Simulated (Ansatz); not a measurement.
## TiAl3: relaxation of cell and atoms with PBEsol

TiAl3:

```
Ti Al
1.0
    -1.91111    1.91111    4.28067
     1.91111   -1.91111    4.28067
     1.91111    1.91111   -4.28067
Ti Al
1 3
Direct
  0.00000 0.00000 0.00000
  0.25000 0.75000 0.50000
  0.75000 0.25000 0.50000
  0.50000 0.50000 0.00000
```

The cell comes from a database or a generator and needn't be the stable form of this composition.

* Program: Ansatz 0.2.0
* Task: relaxation of cell and atoms
* Functional: PBEsol
* Potentials or basis: Ansatz PAW
* Cutoff: 420 eV (not typed: the program's choice for these potentials)
* k mesh: 10 × 10 × 10
* Occupations: fermi-dirac, width 0.05 eV
* Spin: no spin polarisation
* Target pressure: 20 GPa
* Target pressure (GPa): 20

```
Relaxed volume                                         : 13.58 Å³/atom
Relaxed cell                                           : a = 4.824 Å, b = 4.824 Å, c = 4.824 Å, α = 135.54°, β = 135.54°, γ = 64.70°
Space group after relaxing (to 0.05 Å)                 : I4/mmm (No. 139)
Energy change on relaxing (the enthalpy is what falls) : +110.6 meV/atom
Ionic steps                                            : 7
Pressure after relaxing                                : 20.0 GPa
Band gap on the k mesh                                 : none (metal or under the smearing width)
```

The path:
| step | energy change (eV) | largest force (eV/Å) | volume (Å³) |
| --- | --- | --- | --- |
| 1 | 0.0000 | 0.0000 | 62.54 |
| 2 | 0.3902 | 0.0000 | 54.75 |
| 3 | 0.4487 | 0.0000 | 54.26 |
| 4 | 0.4390 | 0.0000 | 54.33 |
| 5 | 0.4402 | 0.0000 | 54.33 |
| 6 | 0.4422 | 0.0000 | 54.32 |
| 7 | 0.4422 | 0.0000 | 54.32 |

Final structure:
```cif
data_structure
_symmetry_space_group_name_H-M 'P 1'
_symmetry_Int_Tables_number 1
_cell_length_a 4.8244
_cell_length_b 4.8244
_cell_length_c 4.8244
_cell_angle_alpha 135.537
_cell_angle_beta 135.537
_cell_angle_gamma 64.697
_cell_volume 54.32
loop_
_atom_site_label
_atom_site_type_symbol
_atom_site_fract_x
_atom_site_fract_y
_atom_site_fract_z
_atom_site_occupancy
Ti1 Ti 0.00000 0.00000 0.00000 1
Al1 Al 0.25000 0.75000 0.50000 1
Al2 Al 0.75000 0.25000 0.50000 1
Al3 Al 0.50000 0.50000 0.00000 1
```

Levels at points of the mesh, in eV from the Fermi level:
```tsv
k point	band 7	band 8	band 9	band 10	band 11	band 12	band 13	band 14	band 15
(0.00, 0.00, 0.00)	-2.77	-1.73	-1.38	-1.38	0.96	2.07	2.07	2.27	3.43
(0.00, 0.00, -0.50)	-4.60	-4.11	-2.78	-2.27	-1.15	2.16	2.34	3.01	3.36
(0.00, -0.50, 0.00)	-3.96	-2.88	-1.17	-0.34	0.57	2.19	2.33	3.20	3.44
(-0.50, -0.50, -0.50)	-2.28	-0.85	-0.85	-0.32	0.76	0.76	1.13	3.34	6.09
```

Wall time 18 s on 2 threads of Arm Neoverse V2, on a shared host, peak memory 0.43 GiB.

Caveat: the plane-wave basis is chosen anew once the cell has moved, so the energies of steps on either side of that aren't comparable; the PAW data sets come from PBE, with cores solved anew for the run's functional, which leaves a small shift of forces and pressure.
